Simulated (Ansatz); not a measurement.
Input of an Ansatz 0.2.0 run:

input.yaml

```yaml
crystal:
  lattice:
    - [3.085, 0.0, 0.0]
    - [-1.5425, 2.6716883707, 0.0]
    - [0.0, 0.0, 3.523]
  atoms:
    - { symbol: Mg, position: [0.019588, -0.006413, -0.009805] }
    - { symbol: B, position: [0.664408, 0.32161, 0.49171] }
    - { symbol: B, position: [0.336374, 0.666392, 0.509255] }
hamiltonian:
  xc: pbe
  pseudopotentials: { kind: paw }
kpoints:
  mp_grid: { grid: [10, 10, 8] }
scf:
  occupations: { method: fermi_dirac, width: 0.05 }
output:
  forces: true
  stress: true
  eigenvalues: true
  write_density: true
  write_potential: true
  elf: true
  volumetric_format: npy
```

Potentials or basis: Ansatz PAW.

Run with:

```sh
$ ansatz run input.yaml --threads 2 --pin off --max-ram 5120MiB --backend cpu --events-out ev --progress --plain --runs-dir out
```

Q: What does it give for the pressure?

A: -0.6 GPa.

Q: Predict the band gap on the k mesh.

A: None (metal or under the smearing width).

Q: Estimate the largest force.

A: 0.737 eV/Å.

Stress tensor (GPa, compression positive):
```
-1.20 -0.01 -0.30
-0.01 -0.33  0.10
-0.30  0.10 -0.35
```
